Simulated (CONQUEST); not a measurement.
# CdSe (Cadmoselite) in CONQUEST: convergence with k mesh

Input of the first run (k mesh 1 × 1 × 1); the others differ in this setting and in those tied to it:

File Conquest_input:

```
IO.Title CdSe
IO.Coordinates coords.dat
IO.FractionalAtomicCoords T
IO.Iprint 2
IO.Iprint_init 1
General.NumberOfSpecies 2
General.PseudopotentialType hamann
AtomMove.TypeOfRun static
AtomMove.FullStress T
Grid.GridCutoff 120
DM.SolutionMethod diagon
Diag.MPMesh T
Diag.GammaCentred T
Diag.MPMeshX 1
Diag.MPMeshY 1
Diag.MPMeshZ 1
Diag.kT 0.00183747
minE.SCTolerance 1e-6
SC.MaxIters 100
IO.AtomChargeOutput T
%block ChemicalSpeciesLabel
1 112.410 Cd
2 78.960 Se
%endblock
```

File coords.dat:

```
    8.1258223359     0.0000000000     0.0000000000
    0.0000000000    13.2658773949     0.0000000000
    0.0000000000     0.0000000000    14.0743371399
8
  0.4775570000   0.4984950000   0.8253440000 1 T T T
  0.9775570000   0.4984950000   0.3253440000 1 T T T
  0.4956795000   0.9972890000   0.1709035000 1 T T T
  0.9956795000   0.9972890000   0.6709035000 1 T T T
  0.0050840000   0.8813510000   0.3310770000 2 T T T
  0.5050840000   0.8813510000   0.8310770000 2 T T T
  0.0042910000   0.3813600000   0.6724590000 2 T T T
  0.5042910000   0.3813600000   0.1724590000 2 T T T
```

Potentials or basis: PseudoDojo NC LDA, SZP, grid cutoff 120 Ha.

Command:

```console
$ OMP_NUM_THREADS=1 Conquest
```

The cell isn't the ideal one: atoms moved at random.

Hardware: 1 thread of AMD EPYC 7B13 (Zen 3), with other jobs on the host.

| k mesh | energy less the tightest run, at zero smearing (meV/atom) | pressure (GPa) | largest force (eV/Å) | gap on the mesh (eV) | SCF cycles | CPU time (s) | peak memory (GiB) |
| --- | --- | --- | --- | --- | --- | --- | --- |
| 1 × 1 × 1 | 1273.96 | 8.65 | 2.518 | 0.382 | 7 | 33 | 0.94 |
| 2 × 1 × 1 | 116.54 | 1.12 | 1.558 | 0.681 | 7 | 35 | 0.94 |
| 2 × 2 × 2 | 110.87 | 1.85 | 1.547 | 0.703 | 7 | 35 | 0.94 |
| 3 × 2 × 2 | 24.56 | 1.27 | 1.462 | 0.733 | 6 | 35 | 0.94 |
| 4 × 2 × 2 | 9.56 | 1.17 | 1.450 | 0.739 | 6 | 35 | 0.94 |
| 5 × 3 × 3 | 2.46 | 1.20 | 1.442 | 0.745 | 6 | 37 | 0.94 |
| 6 × 4 × 4 | 0.56 | 1.20 | 1.441 | 0.747 | 6 | 49 | 0.94 |
| 8 × 5 × 5 | 0.06 | 1.20 | 1.441 | 0.748 | 6 | 57 | 0.94 |
| 9 × 6 × 5 | 0.00 | 1.20 | 1.441 | 0.748 | 6 | 68 | 0.94 |

Against the tightest run, the energy stays within 1 meV/atom from 6 × 4 × 4 on; the pressure stays within 0.1 GPa from 3 × 2 × 2 on; the largest force stays within 0.005 eV/Å from 5 × 3 × 3 on; the gap on the mesh stays within 0.01 eV from 4 × 2 × 2 on. Meshes of other sizes hit other points, so gaps and Fermi surfaces needn't settle smoothly. The tightest run that finished is the yardstick and may itself not be fully converged.

Caveat, for the tightest run too: the atomic basis is small; an odd mesh through Γ misses points on the zone boundary, where band edges often lie; the basis of atomic orbitals isn't converged, which shifts pressures, moduli and gaps.
